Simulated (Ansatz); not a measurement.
PbS: energy along a strain

PbS, Fm-3m, a = 5.930 Å (as given, not relaxed at this level: 0.1 GPa). Ansatz: PBE+D3(BJ), PAW, 420 eV, Γ-centred 10×10×10 mesh on 2 atoms, Gaussian smearing 0.03 eV; no spin polarisation. Cell vectors (Å): 0.000 2.965 2.965; 2.965 0.000 2.965; 2.965 2.965 0.000. The cell is strained by x per cent times the pattern (0 1 0 0 0 0) in the order xx yy zz yz xz xy (engineering shears), with fractional coordinates held. y is the free energy over the start, V0 = 26.066 Å³/atom.

```
x (%) y (meV/atom)
-2.00          5.56
-1.50             ?
-1.00          1.44
-0.50          0.41
 0.00          0.00
 0.50          0.19
 1.00          0.93
 1.50          2.20
 1.75          3.01
 2.00          3.95
```

Fit y = c1 x + c2 x² + c3 x³ to the other rows, get the stiffness along the pattern, and predict the missing energy.

Least squares on the rows shown. y = −0.2066 x + 1.188 x² − 0.04910 x³. The clamped-ion stiffness p·C·p = 2 × 11.88 eV × 160.2 / 26.066 Å³ = 146 GPa, which is C22 in these axes (C11 of the cubic crystal); c1 is there for the stress left in the start, which by itself gives a slope of -0.20 meV/atom per %. At x = -1.50 the fit asked for gives 3.15 meV/atom. The run gave 3.14 meV/atom, so the fit is 0.01 meV/atom too high, a small miss on the scale of the series.

Spin–orbit coupling is left out, which can shift energies with elements as heavy as these.